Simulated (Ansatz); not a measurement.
# WS2: the cost of one run

Program: Ansatz 0.2.0. Level of theory: DFT PBE, scalar-relativistic, plane waves, PAW. These are calculated values, not measurements.

1 further run of the same task is left out (set aside as unsound or not needed).

**1. The structure to begin with**

It takes space group P4/mmm (No. 123, tetragonal). The conventional cell has a = 3.051 Å, b = 3.051 Å, c = 6.324 Å, α = 90.00°, β = 90.00°, γ = 90.00°. Around W (site symmetry 4/mmm) lie 8 S at 2.81 Å and 4 W at 3.05 Å. S (site symmetry 4mm) is surrounded by 5 S at 2.73 to 3.05 Å and 4 W at 2.81 Å.

Coordinates:

```cif
data_structure
_symmetry_space_group_name_H-M 'P4/mmm'
_symmetry_Int_Tables_number 123
_cell_length_a 3.0507
_cell_length_b 3.0507
_cell_length_c 6.3241
_cell_angle_alpha 90.000
_cell_angle_beta 90.000
_cell_angle_gamma 90.000
_cell_volume 58.86
loop_
_atom_site_label
_atom_site_type_symbol
_atom_site_symmetry_multiplicity
_atom_site_Wyckoff_symbol
_atom_site_fract_x
_atom_site_fract_y
_atom_site_fract_z
_atom_site_occupancy
W1 W 1 a 0.00000 0.00000 0.00000 1
S1 S 2 h 0.50000 0.50000 0.28432 1
```

The cell is invented: species swapped into a database cell of Ga2Cu (P4/mmm, No. 123), with S on the Ga sites and W on the Cu sites. Lengths come from tabulated atomic sizes and are only a guess.

**2. The guess as it stands, on a coarse mesh**

Input file input.yaml:

```yaml
crystal:
  lattice:
    - [3.05066318, 0.0, 0.0]
    - [0.0, 3.05066318, 0.0]
    - [0.0, 0.0, 6.32414509]
  atoms:
    - { symbol: W, position: [0.0, 0.0, 0.0] }
    - { symbol: S, position: [0.5, 0.5, 0.28432271] }
    - { symbol: S, position: [0.5, 0.5, 0.71567729] }
basis:
  ecutwfc: 420
kpoints:
  mp_grid: { grid: [6, 6, 4] }
hamiltonian:
  xc: pbe
scf:
  occupations: { method: gaussian, width: 0.1 }
  lower_state_search: "off"
output:
  forces: true
  stress: true
  eigenvalues: true
```

On the command line:

```bash
$ ansatz run input.yaml --threads 1 --pin off --max-ram 2048MiB --backend cpu --events-out ev --progress --plain --runs-dir out
```

Q: Estimate wall time and peak memory on 1 thread of Arm Neoverse V1, shared host.

About 2.1 s, with a peak of 0.32 GiB.
